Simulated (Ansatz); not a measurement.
# Where the states of HgTe lie

Space group F-43m (No. 216). a = 6.447 Å, b = 6.447 Å, c = 6.447 Å, α = 90.00°, β = 90.00°, γ = 90.00°
```csv
atom,site,symmetry,x,y,z
Hg,4a,-43m,0.0000,0.0000,0.0000
Te,4c,-43m,0.2500,0.2500,0.2500
```

The runs use the primitive cell with vectors (0.000, 3.224, 3.224), (3.224, 0.000, 3.224), (3.224, 3.224, 0.000) Å, to which the k mesh refers.

The structure is cubic, space group F-43m (No. 216). Conventional cell: a = 6.447 Å, b = 6.447 Å, c = 6.447 Å, α = 90.00°, β = 90.00°, γ = 90.00°. Hg (site symmetry -43m) is surrounded by 4 Te at 2.79 Å. Around Te (site symmetry -43m) lie 4 Hg at 2.79 Å.

The cell is COD entry 1539232, as deposited and not checked against the literature; nothing was relaxed.

No spin–orbit coupling, which matters for the heavy atoms here.

Theory: DFT, PBEsol, all-electron LAPW, scalar-relativistic in Ansatz 0.2.0.

Sampling and basis: a Γ-centred 9×9×9 k mesh, Fermi–Dirac smearing of 0.05 eV, basis error target 0.5 meV/atom, no spin polarisation.

Where is the centre of the filled Hg 5d states between -14 eV and the top of the filled states?

-6.89 eV from the Fermi level.

Tabulate the density of states.

States per eV and cell, averaged over 0.6 eV, from -12.4 to 6.6 eV, with energies (bin centres) from the Fermi level; empty bins are left out. The partial columns, the largest 4 alone, are projections on Löwdin-orthogonalised atomic shells (those that the program's projection atoms carry: the occupied ones and, for some elements, an empty d or f shell; other empty shells have no column), summed over atoms of an element. Weights on diffuse s and p shells depend on that basis and aren't pure angular character.
```json
{"E (eV)": "-12.2", "total": "0.19", "Hg 5d": "0.00", "Te 5p": "0.00", "Te 5s": "0.14", "Hg 6s": "0.05"}
{"E (eV)": "-11.6", "total": "3.14", "Hg 5d": "0.26", "Te 5p": "0.01", "Te 5s": "2.62", "Hg 6s": "0.23"}
{"E (eV)": "-7.4", "total": "7.81", "Hg 5d": "7.03", "Te 5p": "0.68", "Te 5s": "0.00", "Hg 6s": "0.08"}
{"E (eV)": "-6.8", "total": "8.21", "Hg 5d": "7.78", "Te 5p": "0.18", "Te 5s": "0.07", "Hg 6s": "0.16"}
{"E (eV)": "-6.2", "total": "0.64", "Hg 5d": "0.53", "Te 5p": "0.02", "Te 5s": "0.05", "Hg 6s": "0.03"}
{"E (eV)": "-5.6", "total": "1.23", "Hg 5d": "0.15", "Te 5p": "0.52", "Te 5s": "0.06", "Hg 6s": "0.48"}
{"E (eV)": "-5.0", "total": "0.98", "Hg 5d": "0.16", "Te 5p": "0.40", "Te 5s": "0.08", "Hg 6s": "0.32"}
{"E (eV)": "-4.4", "total": "0.48", "Hg 5d": "0.08", "Te 5p": "0.19", "Te 5s": "0.06", "Hg 6s": "0.14"}
{"E (eV)": "-3.8", "total": "0.29", "Hg 5d": "0.04", "Te 5p": "0.11", "Te 5s": "0.04", "Hg 6s": "0.08"}
{"E (eV)": "-3.2", "total": "0.43", "Hg 5d": "0.04", "Te 5p": "0.29", "Te 5s": "0.03", "Hg 6s": "0.06"}
{"E (eV)": "-2.6", "total": "1.74", "Hg 5d": "0.12", "Te 5p": "1.46", "Te 5s": "0.02", "Hg 6s": "0.06"}
{"E (eV)": "-2.0", "total": "1.97", "Hg 5d": "0.14", "Te 5p": "1.67", "Te 5s": "0.02", "Hg 6s": "0.05"}
{"E (eV)": "-1.4", "total": "1.81", "Hg 5d": "0.14", "Te 5p": "1.55", "Te 5s": "0.01", "Hg 6s": "0.02"}
{"E (eV)": "-0.8", "total": "0.88", "Hg 5d": "0.08", "Te 5p": "0.76", "Te 5s": "0.00", "Hg 6s": "0.00"}
{"E (eV)": "-0.2", "total": "0.16", "Hg 5d": "0.02", "Te 5p": "0.14", "Te 5s": "0.00", "Hg 6s": "0.00"}
{"E (eV)": "0.4", "total": "0.03", "Hg 5d": "0.00", "Te 5p": "0.02", "Te 5s": "0.00", "Hg 6s": "0.01"}
{"E (eV)": "1.0", "total": "0.41", "Hg 5d": "0.01", "Te 5p": "0.17", "Te 5s": "0.03", "Hg 6s": "0.17"}
{"E (eV)": "1.6", "total": "0.89", "Hg 5d": "0.01", "Te 5p": "0.38", "Te 5s": "0.04", "Hg 6s": "0.35"}
{"E (eV)": "2.2", "total": "1.74", "Hg 5d": "0.02", "Te 5p": "0.75", "Te 5s": "0.03", "Hg 6s": "0.64"}
{"E (eV)": "2.8", "total": "0.59", "Hg 5d": "0.00", "Te 5p": "0.14", "Te 5s": "0.00", "Hg 6s": "0.12"}
{"E (eV)": "3.4", "total": "0.63", "Hg 5d": "0.00", "Te 5p": "0.03", "Te 5s": "0.00", "Hg 6s": "0.02"}
{"E (eV)": "4.0", "total": "1.28", "Hg 5d": "0.00", "Te 5p": "0.08", "Te 5s": "0.00", "Hg 6s": "0.04"}
{"E (eV)": "4.6", "total": "1.50", "Hg 5d": "0.00", "Te 5p": "0.07", "Te 5s": "0.00", "Hg 6s": "0.02"}
{"E (eV)": "5.2", "total": "2.11", "Hg 5d": "0.01", "Te 5p": "0.08", "Te 5s": "0.00", "Hg 6s": "0.02"}
{"E (eV)": "5.8", "total": "1.31", "Hg 5d": "0.00", "Te 5p": "0.04", "Te 5s": "0.00", "Hg 6s": "0.02"}
{"E (eV)": "6.4", "total": "1.39", "Hg 5d": "0.00", "Te 5p": "0.04", "Te 5s": "0.00", "Hg 6s": "0.02"}
```
